# Eight band gaps of one silicon cell

## The puzzle

The rows below are band gaps of the same silicon crystal at the same lattice constant, computed with different programs, functionals and k-meshes. A k-mesh is the grid of electron wave vectors at which the bands are calculated. Each gap here is the lowest empty level on that grid less the highest filled one.

Kohn-Sham band gaps of silicon (Fd-3m, 2-atom cell, 20.16 Å³/atom) without spin polarisation, taken between the highest filled and lowest empty levels on each k-mesh. SIESTA used a DZP basis and exciting an rgkmax of 6.5. The measured gap is the indirect gap of a bulk crystal at 300 K, 1.11 eV, a textbook value quoted in arXiv:1709.02567. Candidates: ABINIT 10.8.3 (2), Quantum ESPRESSO 7.5 (1), JDFTx 1.7.0 (patched build), ABINIT 10.8.3 (3), exciting sodium, Quantum ESPRESSO 7.5 (2), SIESTA 5.4.2, ABINIT 10.8.3 (1).

| row | computed band gap (eV) | computed less measured (eV) |
| --- | --- | --- |
| A | 0.632 | -0.48 |
| B | 0.720 | -0.39 |
| C | 0.625 | -0.49 |
| D | 0.676 | -0.43 |
| E | 0.706 | -0.40 |
| F | 0.625 | -0.49 |
| G | 0.536 | -0.57 |
| H | 0.481 | -0.63 |

Five candidates use the functional PBE: Quantum ESPRESSO (1), JDFTx and SIESTA on an 8×8×8 mesh, and Quantum ESPRESSO (2) and ABINIT (3) on 6×6×6. ABINIT (1) uses LDA and ABINIT (2) revPBE, both on 8×8×8, and exciting uses PBEsol on 5×5×5. Can the gaps alone tell which run is which, and is the run with the smallest error the best one?

## The minimum lies between the grid points

Silicon's highest filled level is at Γ, the centre of the Brillouin zone, which every one of these meshes contains. The lowest empty level lies on the line from Γ to X, at about 0.85 of the way. A mesh with $n$ divisions samples this line at the fractions $2j/n$, with $j$ a whole number, and so steps over the minimum. A gap read on the mesh is therefore too large for its own functional, by an amount that depends on where the nearest points fall.

Near its minimum the band is a parabola. At a fraction $f$ of the line it lies above the minimum by

$$\Delta E=\frac{\hbar^2 q^2}{2m}\,(f-0.85)^2 ,$$

where $q=2\pi/a$ is the length of the line, $a$ the lattice constant and $m$ the electron's effective mass along it, about 0.92 free-electron masses. The volume of 20.16 Å³ per atom gives $a=(8\times20.16)^{1/3}=5.44$ Å. The factor before the bracket is then about 5.5 eV.

On the 8×8×8 mesh the nearest point is $f=0.75$, so the gap is lifted by $5.5\times0.10^2\approx0.055$ eV. The 6×6×6 mesh offers 2/3 and X itself. X is slightly nearer, and the lift is $5.5\times0.15^2\approx0.12$ eV. The 5×5×5 mesh has a point at 0.8 and is lifted by only 0.014 eV, so the coarsest mesh comes closest to the minimum.

## Assigning the rows

A, C and F lie within 0.007 eV of each other. Three runs share both functional and mesh, so these are the PBE runs on 8×8×8. This is the firmest assignment.

The other two PBE runs should lie about 0.07 eV higher, near 0.70 eV. Any two of B, D and E could be that pair, since the mean of each pair lies within about 0.02 eV of the estimate. Closeness is the better guide, because runs that share functional and mesh should nearly agree. E and B differ by 0.014 eV, D and E by 0.030 eV, and D and B by 0.044 eV. I take E and B as PBE on 6×6×6, which leaves D for revPBE, as a probable choice.

The functionals offer some support. PBE adds to LDA a correction that depends on how fast the electron density varies; revPBE makes it stronger and PBEsol weaker. In silicon at a fixed cell, a stronger correction usually opens this gap a little. That puts revPBE moderately above PBE, where D lies, and leaves G and H for LDA and PBEsol.

The order of G and H rests on the mesh. If LDA and PBEsol have nearly equal true gaps, LDA should come out about 0.04 eV higher, because its mesh misses the minimum by more. The functionals pull the other way, since even PBEsol's weak correction should open the gap a little beyond that of LDA. I take G as LDA and H as PBEsol, but only as a tentative choice.

Within the groups the values give little help. C and F are equal to the last digit shown and probably belong to the two plane-wave programs, Quantum ESPRESSO and JDFTx, in either order. A would then be SIESTA, which builds its states from atomic orbitals. The order of E and B remains open.

## The labels

The rows with their labels:

| program | functional | how the value is got | potentials or basis | wave cutoff (eV) | k-mesh | computed band gap (eV) | computed less measured (eV) |
| --- | --- | --- | --- | --- | --- | --- | --- |
| exciting sodium | PBEsol | Kohn-Sham, on the mesh | all electron LAPW+lo, shipped species files | n/a | 5x5x5 | 0.481 | -0.63 |
| ABINIT 10.8.3 (1) | LDA-PZ | Kohn-Sham, on the mesh | PseudoDojo NC SR LDA v0.4.1 standard | 435.4 | 8x8x8 | 0.536 | -0.57 |
| Quantum ESPRESSO 7.5 (1) | PBE | Kohn-Sham, on the mesh | PseudoDojo 0.4.1 SR PBE standard | 489.8 | 8x8x8 | 0.625 | -0.49 |
| JDFTx 1.7.0 (patched build) | PBE | Kohn-Sham, on the mesh | PseudoDojo SR PBE 0.5 standard | 489.8 | 8x8x8 | 0.625 | -0.49 |
| SIESTA 5.4.2 | PBE | Kohn-Sham, on the mesh | PseudoDojo 0.4 standard NC | n/a | 8x8x8 | 0.632 | -0.48 |
| ABINIT 10.8.3 (2) | revPBE | Kohn-Sham, on the mesh | PseudoDojo NC SR PBE v0.4.1 standard | 489.8 | 8x8x8 | 0.676 | -0.43 |
| Quantum ESPRESSO 7.5 (2) | PBE | Kohn-Sham, on the mesh | SG15 PBE 1.2 | 544.2 | 6x6x6 | 0.706 | -0.40 |
| ABINIT 10.8.3 (3) | PBE | Kohn-Sham, on the mesh | PseudoDojo NC SR PBE v0.4 stringent | 489.8 | 6x6x6 | 0.720 | -0.39 |

The groups come out as assigned, and A is indeed SIESTA. C and F are the Quantum ESPRESSO and JDFTx runs on 8×8×8, whose gaps agree to every digit shown, so the values cannot say which is which. E is Quantum ESPRESSO and B is ABINIT.

The five PBE gaps span 0.095 eV. On a single mesh they differ far less, by 0.007 eV on 8×8×8 and 0.014 eV on 6×6×6, although the program changes within both groups and the family of potentials within the second. The larger spread therefore comes mainly from the meshes.

The direct gap at Γ, which the same runs also give, would be a poor test of this. From PBE to revPBE on 8×8×8 it moves by only 0.006 eV, while the gap in the table moves by 0.051 eV. A steady direct gap thus says little about the levels near X.

The parabola gets the size of the effect roughly right. From 8×8×8 to 6×6×6 the mean PBE gap rises by 0.086 eV, against an estimate of 0.069 eV made from textbook constants without using these gaps. The estimate is about a fifth too small, but it depends strongly on where the minimum is placed: at 0.84 of the line instead of 0.85 it would be nearly 0.10 eV.

## What the mesh hides

The smallest error in the table, −0.39 eV, belongs to a PBE run on 6×6×6. It looks best because a poorly placed mesh raises a gap that the functional makes too small. PBEsol has the largest error, partly because its mesh point lies closest to the minimum. With the estimated lifts taken off it would still be last, but only 0.014 eV below LDA. That is too little to judge the functional, since this is also the only all-electron run.

A parabola drawn exactly through the PBE gaps at 2/3, 3/4 and 1 of the line, taken from the two Quantum ESPRESSO runs with their different potentials, puts the minimum at 0.84 and the PBE gap at about 0.59 eV. Subtracting the estimated lifts from the five PBE rows gives a mean of 0.58 eV. Either way, PBE falls short of the measured 1.11 eV by a little over 0.5 eV, several times the spread between the PBE runs.

Theory explains most of this shortfall. The gap between Kohn–Sham levels leaves out the jump of the exact exchange–correlation potential when an electron is added, and functionals of this kind do not restore it. Hybrid functionals and the GW method usually recover much of the difference. The measured value was taken at room temperature, where lattice vibrations have already narrowed the gap, so the shortfall for a motionless lattice is larger still. Spin–orbit coupling, absent from these runs, would change the gap by only a hundredth of an electronvolt or so.

In the carrier density of pure silicon these errors enter an exponential. This intrinsic density varies as $\exp(-E_g/2k_BT)$, where $E_g$ is the gap, $k_B$ Boltzmann's constant and $T$ the temperature. At 300 K and with fixed densities of states, the spread among the PBE runs alone changes it by a factor of 6. The shortfall of PBE on 8×8×8 raises it about ten-thousandfold, so a device model needs the measured gap or a corrected one.

When silicon gaps from two functionals are compared, both should be read at the minimum along Γ–X, or at least on the same mesh. A finer mesh reduces this sampling error only if it places a point nearer to 0.85 of that line.
